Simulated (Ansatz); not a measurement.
HfN: equation of state with PBE

HfN:

```xyz
2
Lattice="2.8250 0.0000 0.0000 0.0000 2.8250 0.0000 0.0000 0.0000 2.8250" Properties=species:S:1:pos:R:3 pbc="T T T"
Hf    1.4125    1.4125    1.4125
N     0.0000    0.0000    0.0000
```

The cell was built by a generator and needn't be a form met in nature.

- Program: Ansatz 0.2.0
- Task: equation of state
- Functional: PBE
- Potentials or basis: Ansatz PAW
- Cutoff: 420 eV
- Density cutoff: 1680 eV
- k mesh: 9 × 9 × 9
- Occupations: fermi-dirac, width 0.05 eV
- Spin: no spin polarisation

```
Equilibrium volume                      : 11.28 Å³/atom
Bulk modulus                            : 234 GPa
Pressure derivative of the bulk modulus : 4.2
```

Energy against volume, from the lowest point:
| volume (Å³/atom) | energy (meV/atom) |
| --- | --- |
| 10.597 | 33.61 |
| 10.822 | 14.52 |
| 11.048 | 3.62 |
| 11.273 | 0.00 |
| 11.498 | 3.02 |
| 11.724 | 12.05 |
| 11.949 | 26.36 |

All runs of the series together: 6.5 s on 2 threads of Intel(R) Xeon(R) Processor @ 2.70GHz (shared host).

Spin-orbit coupling is left out, which matters for the levels of Hf.
